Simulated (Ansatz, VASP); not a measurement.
**Two plane-wave programs on Pt**

Contents of INCAR:

```
PREC = Accurate
ENCUT = 520
EDIFF = 1E-6
ISMEAR = -1
SIGMA = 0.1
LREAL = False
LASPH = True
NELM = 100
ALGO = Normal
ISIF = 2
LWAVE = False
LCHARG = False
GGA = B5
ALDAX = 1.0
AGGAX = 1.0
AGGAC = 1.0
ALDAC = 0.0
NBANDS = 11
```

Contents of KPOINTS:

```
regular mesh
0
Gamma
  15 15 15
```

File POSCAR:

```
Pt
1.0
   -1.6152601613      1.6152601613      1.6152601613
    1.6152601613     -1.6152601613      1.6152601613
    1.6152601613      1.6152601613     -1.6152601613
Pt
1
Direct
    0.0000000000      0.0000000000      0.0000000000
```

Input for Ansatz:

```yaml
crystal:
  lattice:
    - [-1.6152601613, 1.6152601613, 1.6152601613]
    - [1.6152601613, -1.6152601613, 1.6152601613]
    - [1.6152601613, 1.6152601613, -1.6152601613]
  atoms:
    - { symbol: Pt, position: [0.0, 0.0, 0.0] }
hamiltonian:
  xc: blyp
  pseudopotentials:
    kind: paw
    azcp:
      Pt: "pseudopotentials/Pt.paw.azcp"
basis:
  ecutwfc: 420
  fft_grid_basis: typed
kpoints:
  mp_grid: { grid: [15, 15, 15], shift: [0, 0, 0] }
magnetization:
  spin_polarized: false
scf:
  occupations: { method: fermi_dirac, width: 0.1 }
  lower_state_search: "off"
output:
  stress: true
```

Alike in both runs: task single point; functional BLYP; k mesh 15 × 15 × 15; occupations fermi-dirac, width 0.1 eV; no spin polarisation.

|  | VASP | Ansatz |
| --- | --- | --- |
| version | VASP 6.6.1 | Ansatz 0.2.0 |
| potentials or method | VASP PAW PBE potentials, release 64 (Pt) | plane waves (420 eV) with PAW, scalar-relativistic |
| plane-wave cutoff (eV) | 520 | 420 |
| valence electrons in the cell | 10 | 18 |

|  | VASP | Ansatz | Ansatz less VASP |
| --- | --- | --- | --- |
| pressure (GPa) | 0.7 | -0.2 | -0.93 |

The two sets of potentials don't hold the same shells in valence.

Caveats: the PAW data sets were made with another functional, which shifts forces and pressure a little (VASP). Spin-orbit coupling is left out, which matters for the levels of Pt.
